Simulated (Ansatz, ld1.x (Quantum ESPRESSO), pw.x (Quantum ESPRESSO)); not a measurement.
Al: does the TM potential hold in the solid?

- Element: aluminium
- Generator: ld1.x (Quantum ESPRESSO) 7.5
- Type: norm-conserving Troullier–Martins (Kleinman–Bylander form)
- Functional: PBE
- Relativity: scalar-relativistic
- Frozen core: [Ne]
- Valence charge: 3
- Reference configuration: 3s2 3p1
- Partial waves: 3s (bound): rc 1.90 bohr; 3p (bound): rc 1.95 bohr; 3d channel at 0.05 Ry: rc 1.85 bohr
- Local potential: all-electron potential smoothed inside 1.80 bohr (lloc = -1)
- Core correction: Bessel-smoothed model core inside 1.35 bohr

Crystal test: bcc Al in pw.x 7.5, no spin, 14³ k-points, Fermi–Dirac smearing 0.01 Ry, cutoffs 50/200 Ry. The reference is all-electron LAPW (Ansatz 0.2.0) with the same functional, mesh and smearing; V0 and B0 come from Birch–Murnaghan fits to the pressures at five volumes. Errors are pseudo minus all-electron; Δ is the rms difference of the E(V) curves that follow from these fits, minima aligned, over ±6 % about the mean V0. Mesh and smearing are coarse, so the numbers serve the comparison and aren't converged zero-temperature values; the lattice is a test structure that the element need not adopt.

```
V (Å³/atom)  P all-electron (GPa)  P pseudo (GPa)
     16.098                  4.02            3.32
     16.521                  1.91            1.27
     16.945                  0.07           -0.51
     17.369                 -1.53           -2.08
     17.792                 -2.94           -3.44
```

All-electron: a0 = 3.237 Å (V0 = 16.96 Å³/atom), B0 = 68.4 GPa.

Pseudopotential: mean pressure error (GPa): -0.59; a0 (Å): 3.228; a0 error (%): -0.29; B0 error (%): +0.9; Δ (meV/atom): 2.2.

Question: At the middle volume, how do free energy and pressure move when the wave cutoff is lowered (ecutrho kept at four times it)?

Answer:

| cutoff (Ry) | shift of F (meV/atom) | shift of P (GPa) |
| --- | --- | --- |
| 22 | +25.5 | -0.34 |
| 30 | +4.2 | -0.20 |
| 40 | +1.0 | +0.02 |

The 8 pw.x runs together took about 52 s on one core of a shared server CPU.
